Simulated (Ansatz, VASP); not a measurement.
# Co in VASP and in Ansatz

The input INCAR:

```
PREC     = Accurate       # precision mode
ENCUT    = 520            # plane-wave cutoff, eV
EDIFF    = 1E-6           # SCF threshold, eV
ISMEAR   = -1             # smearing method
SIGMA    = 0.1            # smearing width, eV
LREAL    = False          # projectors in reciprocal space
LASPH    = True           # aspherical terms in the spheres
NELM     = 60             # most SCF steps
ALGO     = Normal         # electronic algorithm
ISIF     = 2              # what is computed and relaxed
LWAVE    = False          # write WAVECAR
LCHARG   = False          # write CHGCAR
NBANDS   = 16             # bands
```

The input KPOINTS:

```
regular mesh
0
Gamma
  13 13 13
```

The input POSCAR:

```
Co
1.0
    0.0000000000      2.3969338415      2.3969338415
    2.3969338415      0.0000000000      2.3969338415
    2.3969338415      2.3969338415      0.0000000000
Co
2
Direct
    0.1250000000      0.1250000000      0.1250000000
    0.8750000000      0.8750000000      0.8750000000
```

Input for Ansatz:

```yaml
crystal:
  lattice:
    - [0.0, 2.3969338415, 2.3969338415]
    - [2.3969338415, 0.0, 2.3969338415]
    - [2.3969338415, 2.3969338415, 0.0]
  atoms:
    - { symbol: Co, position: [0.125, 0.125, 0.125] }
    - { symbol: Co, position: [0.875, 0.875, 0.875] }
hamiltonian:
  xc: lda
  pseudopotentials:
    kind: paw
    azcp:
      Co: "pseudopotentials/Co.paw.azcp"
basis:
  ecutwfc: 420
  fft_grid_basis: typed
kpoints:
  mp_grid: { grid: [13, 13, 13], shift: [0, 0, 0] }
magnetization:
  spin_polarized: false
scf:
  occupations: { method: fermi_dirac, width: 0.1 }
  lower_state_search: "off"
output:
  stress: true
```

Alike in both runs: task single point; functional LDA; k mesh 13 × 13 × 13; occupations fermi-dirac, width 0.1 eV; no spin polarisation.

|  | VASP | Ansatz |
| --- | --- | --- |
| version | VASP 6.6.1 | Ansatz 0.2.0 |
| potentials or method | VASP PAW LDA potentials, release 64 (Co) | plane waves (420 eV) with PAW, scalar-relativistic |
| plane-wave cutoff (eV) | 520 | 420 |
| valence electrons in the cell | 18 | 34 |

Ansatz gave:

* pressure (GPa): 0.0

Estimate VASP's values.

pressure (GPa): -1.8.

The two sets of potentials don't hold the same shells in valence. Ansatz warned: «pseudo_functional_mismatch».

Caveats: the run has no spin polarisation, though such a crystal can be magnetic. Spin polarisation is off, so any magnetic state and its effect on volume and gap are missing.
